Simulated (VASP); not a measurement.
A run of VASP 6.6.1:

INCAR

```
SYSTEM = NaCl
PREC = Accurate
ENCUT = 520
EDIFF = 1E-6
ISMEAR = -1
SIGMA = 0.02
LREAL = .FALSE.
LASPH = .TRUE.
NELM = 60
ALGO = Fast
ISIF = 2
LWAVE = .FALSE.
LCHARG = .FALSE.
GGA = PE
NBANDS = 14
```

The input KPOINTS:

```
regular mesh
0
G
  8 8 8
  0 0 0
```

File POSCAR:

```
NaCl
1.0
   -0.0749121057      2.7911276948      2.7911276948
    2.7911276948     -0.0749121057      2.7911276948
    2.7911276948      2.7911276948     -0.0749121057
Na Cl
1 1
Direct
    0.0000000000      0.0000000000      0.0000000000
    0.5000000000      0.5000000000      0.5000000000
```

Potentials or basis: VASP PAW PBE potentials, release 64 (Na_pv, Cl).

Launch:

```sh
$ cat potpaw_PBE.64/Na_pv/POTCAR potpaw_PBE.64/Cl/POTCAR > POTCAR
$ mpirun -np 1 vasp_std > vasp.out
```

Hardware: 1 thread of Intel(R) Xeon(R) 6975P-C (Granite Rapids) (shared host).

Q: How long does it take, and how much memory?

A: Wall time 23 s on 1 thread of Intel(R) Xeon(R) 6975P-C (Granite Rapids), with other jobs on the host, peak memory 0.17 GiB. Counts: scf iterations 16, k points 65.
